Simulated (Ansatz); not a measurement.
**CdS (F-43m): scan of the energy under strain**

What does a strain cost in CdS (F-43m)? The task is a scan of the energy under strain, for CdS (F-43m).

All numbers are computed with Ansatz 0.2.0, driven from Python. Level of theory: DFT PBE, plane waves, PAW.

**1. The structure**

The structure is cubic, space group F-43m (No. 216). The conventional cell has a = 5.833 Å, b = 5.833 Å, c = 5.833 Å, α = 90.00°, β = 90.00°, γ = 90.00°. Around Cd (site symmetry -43m) lie 4 S at 2.53 Å. Around S (site symmetry -43m) lie 4 Cd at 2.53 Å.

No structure file is read: the coordinates are typed or built in the script.

**2. Script**

Contents of cds.py:

```python
import argparse
import warnings

import ansatz as az
import numpy as np

parser = argparse.ArgumentParser(description='A uniaxial strain scan of CdS.')
parser.add_argument('--occupations', default='fermi_dirac', help='how the bands are filled')
parser.add_argument('--sigma', type=float, required=True, help='smearing width (eV)')
parser.add_argument('--mesh', type=int, nargs=3, default=[6, 6, 6], help='k-point sampling')
args = parser.parse_args()

vectors0 = np.array([
    [0.0, 2.9165, 2.9165],
    [2.9165, 0.0, 2.9165],
    [2.9165, 2.9165, 0.0],
])
sites = [
    ('Cd', [0.0, 0.0, 0.0]),
    ('S', [0.25, 0.25, 0.25]),
]


def make_crystal(cell):
    crystal = az.Crystal(lattice=az.Lattice.of(cell))
    for symbol, position in sites:
        crystal = crystal.atom(symbol, position)
    return crystal


def main() -> None:
    warnings.simplefilter('ignore', az.DeckWarning)

    values = np.linspace(-0.05, 0.05, 5)
    energies = []
    for d in values:
        strain = np.diag([0, 0, d])
        cell = vectors0 @ (np.eye(3) + strain)
        calc = (
            make_crystal(cell).calculation()
            .basis(21 * az.Ha)
            .occupations(args.occupations, width=args.sigma)
            .kpoints(*args.mesh)
        )
        r = calc.run(threads=1).report
        energies.append(r['free_energy_ev'] / len(sites))
        print(f'd = {d:+.4f}  F = {energies[-1]:.5f} eV/atom')
    energies = np.array(energies)

    for value, e in zip(values, energies):
        print(f'strain {value:7.3f}   E - Emin = {1000 * (e - energies.min()):9.3f} meV/atom')
    curvature = 2 * np.polyfit(values, energies, 3)[1]
    volume = abs(np.linalg.det(vectors0)) / len(sites)
    print(f'd2E/dd2 over the volume: {curvature / volume * 160.21766:.1f} GPa')


if __name__ == '__main__':
    main()
```

**3. The input behind the calls**

The package turns the script's settings into the engine's input (first run):

```yaml
crystal:
  lattice:
    - [0.0, 2.9165, 2.7706749999999998]
    - [2.9165, 0.0, 2.7706749999999998]
    - [2.9165, 2.9165, 0.0]
  atoms:
    - { symbol: Cd, position: [0.0, 0.0, 0.0] }
    - { symbol: S, position: [0.25, 0.25, 0.25] }
basis:
  ecutwfc: 571.4391111657479
kpoints:
  mp_grid:
    grid: [6, 6, 6]
scf:
  occupations:
    method: fermi_dirac
    width: 0.02
```

**4. Launch**

Command:

```console
$ python cds.py --sigma 0.02
```

**Question.** How much energy does this uniaxial strain cost, and what curvature follows?

**Answer**, as computed:

| quantity | value |
| --- | --- |
| curvature under the strain | 77.3 GPa |
| runs compared | 5 |
| range of energy | 45.16 meV/atom |
| lowest point, strain | 0.050 |

What this shows: Against the unstrained cell the energy per atom changes by +37.54 meV at one end of the scan and -7.63 meV at the other, and its second derivative over the volume is 77.3 GPa. The minimum lies outside the range, as the cell stands under stress. The curvature belongs to this strain pattern and to the cell's stress; it equals a single elastic constant only for simple patterns. No functional is typed, so the default, PBE, holds. The ions keep their fractional positions (clamped ions).
